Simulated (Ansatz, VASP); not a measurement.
This is a calculation of PtSe for Ansatz 0.2.0.

Contents of input.yaml:

```yaml
crystal:
  lattice:
    - [0.0, 2.8169441941, 2.8169441941]
    - [2.8169441941, 0.0, 2.8169441941]
    - [2.8169441941, 2.8169441941, 0.0]
  atoms:
    - { symbol: Pt, position: [0.5, 0.5, 0.5] }
    - { symbol: Se, position: [0.0, 0.0, 0.0] }
hamiltonian:
  xc: pbe
  pseudopotentials: { kind: paw }
kpoints:
  mp_grid: { grid: [8, 8, 8] }
scf:
  occupations: { method: fermi_dirac, width: 0.05 }
output:
  forces: true
  stress: true
  eigenvalues: true
```

Potentials or basis: Ansatz PAW.

Launch:

```bash
$ ansatz run input.yaml --threads 1 --pin off --max-ram 3584MiB --backend cpu --events-out ev --progress --plain --runs-dir out
```

Set up the same calculation for VASP 6.6.1. Potentials there: VASP PAW PBE potentials, release 64 (Pt, Se).

As run (the cutoff follows the program's own potentials):

INCAR

```
PREC = Accurate ; ENCUT = 520
EDIFF = 1E-6 ; ISMEAR = -1
SIGMA = 0.05 ; LREAL = False
LASPH = True ; NELM = 80
ALGO = Normal ; ISIF = 2
LWAVE = False ; LCHARG = True
GGA = PE ; LELF = True
LVHAR = True ; NBANDS = 15
```

File KPOINTS:

```
Automatic mesh
0
Gamma
  8 8 8
```

File POSCAR:

```
PtSe
1.0
    0.0000000000      2.8169441941      2.8169441941
    2.8169441941      0.0000000000      2.8169441941
    2.8169441941      2.8169441941      0.0000000000
Pt Se
1 1
Direct
    0.5000000000      0.5000000000      0.5000000000
    0.0000000000      0.0000000000      0.0000000000
```

Potentials or basis: VASP PAW PBE potentials, release 64 (Pt, Se).

Launch:

```console
$ cat potpaw_PBE.64/Pt/POTCAR potpaw_PBE.64/Se/POTCAR > POTCAR
$ mpirun -np 1 vasp_std > vasp.out
```

Both were run:

|  | VASP | Ansatz | Ansatz less VASP |
| --- | --- | --- | --- |
| gap on the k mesh at the Fermi level (eV) | none | none | - |
| pressure (GPa) | -15.4 | -15.3 | +0.09 |

A gap of «none» marks a metal or a gap that the smearing closes. With one functional, cell and mesh, what is left measures potentials, basis and numerics. The two sets of potentials don't hold the same shells in valence.

Caveats: so large a pressure means that the cell lies far from this level's equilibrium, or that cutoff or potentials fall short (VASP). Spin-orbit coupling is left out, which matters for the levels of Pt.
